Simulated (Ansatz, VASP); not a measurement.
Given: the input of a run of VASP 6.6.1 on Na.

Contents of INCAR:

```
PREC     = Accurate       # precision mode
ENCUT    = 520            # plane-wave cutoff, eV
EDIFF    = 1E-7           # SCF threshold, eV
ISMEAR   = -1             # smearing method
SIGMA    = 0.05           # smearing width, eV
LREAL    = False          # projectors in reciprocal space
LASPH    = True           # aspherical terms in the spheres
NELM     = 60             # most SCF steps
ALGO     = Normal         # electronic algorithm
ISIF     = 2              # what is computed and relaxed
LWAVE    = False          # write WAVECAR
LCHARG   = False          # write CHGCAR
GGA      = PS             # functional
NBANDS   = 22             # bands
```

The input KPOINTS:

```
Automatic mesh
0
Gamma
  7 7 2
```

The input POSCAR:

```
Na
1.0
    3.7003831212      0.0000000000      0.0000000000
   -1.8501915606      3.2046257867      0.0000000000
    0.0000000000      0.0000000000     12.2865751092
Na
4
Direct
    0.6666666667      0.3333333333      0.7500000000
    0.0000000000      0.0000000000      0.5000000000
    0.3333333333      0.6666666667      0.2500000000
    0.0000000000      0.0000000000      0.0000000000
```

Potentials or basis: VASP PAW PBE potentials, release 64 (Na_pv).

Run with:

```bash
$ cat potpaw_PBE.64/Na_pv/POTCAR > POTCAR
$ mpirun -np 1 vasp_std > vasp.out
```

Question: Translate it to Ansatz 0.2.0. Potentials there: Ansatz PAW.

Answer: As run (the cutoff follows the program's own potentials):

File input.yaml:

```yaml
crystal:
  lattice:
    - [3.7003831212, 0.0, 0.0]
    - [-1.8501915606, 3.2046257867, 0.0]
    - [0.0, 0.0, 12.2865751092]
  atoms:
    - { symbol: Na, position: [0.6666666667, 0.3333333333, 0.75] }
    - { symbol: Na, position: [0.0, 0.0, 0.5] }
    - { symbol: Na, position: [0.3333333333, 0.6666666667, 0.25] }
    - { symbol: Na, position: [0.0, 0.0, 0.0] }
hamiltonian:
  xc: pbesol
  pseudopotentials: { kind: paw }
kpoints:
  mp_grid: { grid: [7, 7, 2] }
scf:
  occupations: { method: fermi_dirac, width: 0.05 }
output:
  forces: true
  stress: true
  eigenvalues: true
```

Potentials or basis: Ansatz PAW.

The run is started by

```bash
$ ansatz run input.yaml --threads 2 --pin off --max-ram 5632MiB --backend cpu --events-out ev --progress --plain --runs-dir out
```

Both were run:

|  | VASP | Ansatz | Ansatz less VASP |
| --- | --- | --- | --- |
| gap on the k mesh at the Fermi level (eV) | none | none | - |
| pressure (GPa) | 0.0 | 0.0 | -0.01 |

A gap of «none» marks a metal or a gap that the smearing closes. The two sets of potentials don't hold the same shells in valence.

Caveats: the PAW data sets were made with another functional, which shifts forces and pressure a little (VASP); the PAW data sets come from PBE, with cores solved anew for the run's functional, which leaves a small shift of forces and pressure (Ansatz).
